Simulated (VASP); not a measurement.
**BN (Qingsongite): relaxation of cell and atoms with r2SCAN**

Crystal: BN (Qingsongite).

```
B N
1.0
     0.00000    1.80750    1.80750
     1.80750    0.00000    1.80750
     1.80750    1.80750    0.00000
B N
1 1
Direct
  0.00000 0.00000 0.00000
  0.25000 0.25000 0.25000
```

```yaml
Program: VASP 6.6.1
Task: relaxation of cell and atoms
Functional: r2SCAN
Potentials_or_basis: VASP PAW PBE potentials, release 64 (B, N)
Cutoff: 600 eV
k_mesh: 14 × 14 × 14
Occupations: gaussian, width 0.03 eV
Spin: no spin polarisation
Further_INCAR_settings: ALGO = Normal; EDIFF = 1e-06; IBRION = 2; EDIFFG = -0.01; NSW = 90; ISIF = 3
```

* Relaxed volume: 5.90 Å³/atom
* Relaxed cell: a = 2.555 Å, b = 2.555 Å, c = 2.555 Å, α = 60.00°, β = 60.00°, γ = 60.00°
* Space group after relaxing (to 0.05 Å): F-43m (No. 216)
* Energy gained by relaxing: 0.0 meV/atom
* Ionic steps: 3
* Pressure after relaxing: 0.0 GPa
* Band gap on the k mesh: 4.98 eV, indirect (least direct gap 9.53 eV)

Final structure:
```xyz
2
Lattice="0.0000 1.8066 1.8066 1.8066 0.0000 1.8066 1.8066 1.8066 0.0000" Properties=species:S:1:pos:R:3 pbc="T T T"
B     0.0000    0.0000    0.0000
N     0.9033    0.9033    0.9033
```

Levels at points of the mesh, in eV from the valence-band top:
```
           k point  band 1  band 2  band 3  band 4  band 5  band 6  band 7  band 8
(0.00, 0.00, 0.00)  -21.31    0.00    0.00    0.00    9.53    9.53    9.53   11.09
(0.50, 0.00, 0.00)  -17.01  -11.10   -2.02   -2.02   10.81   11.48   11.48   16.42
(0.50, 0.50, 0.00)  -15.58   -9.33   -5.10   -5.10    4.98    9.82   19.28   19.28
```

It took 71 s on 1 thread of AMD EPYC 9R45 (Zen 5), on a shared host, peak memory 0.09 GiB.

Caveat: the PAW data sets were made with another functional, which shifts forces and pressure a little. r2SCAN opens gaps a little over a GGA but as a rule still falls short of measured ones.
